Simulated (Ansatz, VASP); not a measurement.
# One calculation of AsPt2, two programs

```
CELL_PARAMETERS angstrom
4.56245 0.00000 0.00000
-2.28122 3.95120 0.00000
0.00000 0.00000 2.83004
ATOMIC_POSITIONS crystal
As 0.00000 0.00000 0.00000
Pt 0.33333 0.66667 0.50000
Pt 0.66667 0.33333 0.50000
```

Alike in both runs: functional PBE; k mesh 12 × 12 × 16; occupations gaussian, width 0.1 eV; no spin polarisation.

Ansatz relaxed the structure, and its values are those at the end. VASP's run is a single point on that final structure, the one shown.

|  | VASP | Ansatz |
| --- | --- | --- |
| version | VASP 6.6.1 | Ansatz 0.2.0 |
| potentials or method | VASP PAW PBE potentials, release 64 (As, Pt) | scalar-relativistic, plane waves, PAW |
| plane-wave cutoff (eV) | 520 | 420 |
| valence electrons in the cell | 25 | 51 |

```csv
,VASP,Ansatz,Ansatz less VASP
gap on the k mesh at the Fermi level (eV),none,none,-
pressure (GPa),-0.2,0.0,+0.23
```

A gap of «none» marks a metal or a gap that the smearing closes. With one functional, cell and mesh, what is left measures potentials, basis and numerics. The two sets of potentials don't hold the same shells in valence.

Spin-orbit coupling is left out, which matters for the levels of Pt.
